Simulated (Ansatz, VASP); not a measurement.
## CH4 in VASP and in Ansatz

```
C H
1.0
    12.00000    0.00000    0.00000
     0.00000   12.00000    0.00000
     0.00000    0.00000   12.00000
C H
1 4
Direct
  0.49851 0.49759 0.49601
  0.44309 0.45503 0.43729
  0.55692 0.43732 0.53185
  0.44896 0.53532 0.56273
  0.54507 0.56270 0.45215
```

Alike in both runs: functional PBE; k mesh 1 × 1 × 1; no spin polarisation.

Ansatz relaxed the structure, and its values are those at the end. VASP's run is a single point on that final structure, the one shown.

|  | VASP | Ansatz |
| --- | --- | --- |
| version | VASP 6.6.1 | Ansatz 0.2.0 |
| potentials or method | VASP PAW PBE potentials, release 64 (C, H) | scalar-relativistic, plane waves, PAW |
| plane-wave cutoff (eV) | 520 | 420 |
| occupations | gaussian, width 0.01 eV | fixed |
| valence electrons in the cell | 8 | 8 |

```csv
,VASP,Ansatz,Ansatz less VASP
rms of the force components (eV/Å),0.012,0.000,-0.0114
```
